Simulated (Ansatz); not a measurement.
**Se: frozen-core PAW against all-electron methods**

```
Se
1.0
     4.36620    0.00000    0.00000
    -2.18310    3.78124    0.00000
     0.00000    0.00000    4.95360
Se
3
Direct
  0.22540 0.00000 0.33333
  0.00000 0.22540 0.66667
  0.77460 0.77460 0.00000
```

Atoms are numbered in the order listed.

The cell is COD entry 9012501, as deposited and not checked against the literature; nothing was relaxed.

Levels of theory: DFT, LDA, PAW with Ansatz's default frozen-core files, scalar-relativistic (Ansatz 0.2.0); DFT, LDA, all-electron PAW with datasets made for the crystal, scalar-relativistic (Ansatz 0.2.0); DFT, LDA, all-electron LAPW, scalar-relativistic (Ansatz 0.2.0).

For PAW: a Γ-centred 6×6×5 k mesh, Fermi–Dirac smearing of 0.03 eV, cutoff 420 eV, no spin polarisation; the PAW files were made with PBE, and the program remakes their frozen cores for this functional. The crystal-made all-electron datasets (AE datasets) take a cutoff of 200 eV at this cell. LAPW targets a basis error of 0.5 meV/atom. The Ansatz runs share mesh, smearing and spin set-up. Plane-wave (PAW) pressures include the program's estimate of the Pulay term.

Stress and pressure are positive in compression.

Levels count from the top of the valence band.

```csv
quantity,PAW,AE datasets,LAPW
pressure (GPa),-1.28,-1.27,-1.27
stress xx (GPa),-1.71,-1.71,-1.70
stress zz (GPa),-0.41,-0.41,-0.41
"force on Se1, x (eV/Å)",0.211,0.210,0.210
band gap (eV),0.922,0.930,0.930
highest filled level at Γ (eV),-0.397,-0.399,-0.398
lowest empty level at Γ (eV),1.798,1.804,1.804
highest filled level at L (eV),0.000,0.000,0.000
lowest empty level at L (eV),1.576,1.583,1.583
```

PAW's pressure differs from the LAPW value by about 0.01 GPa or less. Datasets made for the crystal and LAPW share parts of one code, so their agreement isn't an independent check.
